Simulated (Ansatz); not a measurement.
We consider chalcopyrite CuInS2, described by r²SCAN in Ansatz (plane waves, PAW).

Run with plane-wave cutoff 560 eV, 10×10×10 k mesh, Fermi–Dirac smearing 0.01 eV, no spin polarisation, scalar-relativistic PAW data made under PBE.

Shape and atoms are relaxed at each volume.

Pressure at four volumes; x = ln(V/21.212 Å³). One pressure is withheld.

```
V (Å³/atom)        x  P (GPa)
-----------  -------  -------
20.363       -0.0408        ?
20.787       -0.0202     1.56
21.212        0.0000     0.00
22.060        0.0392    -2.62
```

Pass a parabola P(x) through the three rows shown, estimate the bulk modulus and its pressure derivative near zero pressure, and predict the withheld pressure.

Slopes between the rows: (0.00 − (1.56))/(0.0000 − (-0.0202)) = -77.23 and (-2.62 − (0.00))/(0.0392 − (0.0000)) = -66.84 GPa. Their difference over the span 0.0594 is c = 10.39/0.0594 = 174.9 GPa, so P(x) = 1.56 + (-77.23)(x − (-0.0202)) + 174.9 (x − (-0.0202))(x − (0.0000)). At the middle row B = −dP/dx = −[-77.23 + 174.9 × 0.0202] = 73.7 GPa, and B′ = dB/dP = 2c/B = 4.7. At x = -0.0408 the parabola gives 3.30 GPa; the run gives 3.31 GPa. The Birch–Murnaghan fit to the energies at all volumes has B0 = 73.6 GPa and B′ = 4.8.

Note: the bulk modulus comes from volumes at which shape and atoms were relaxed.

Spin–orbit coupling is not included.

Ansatz is an electronic-structure program.
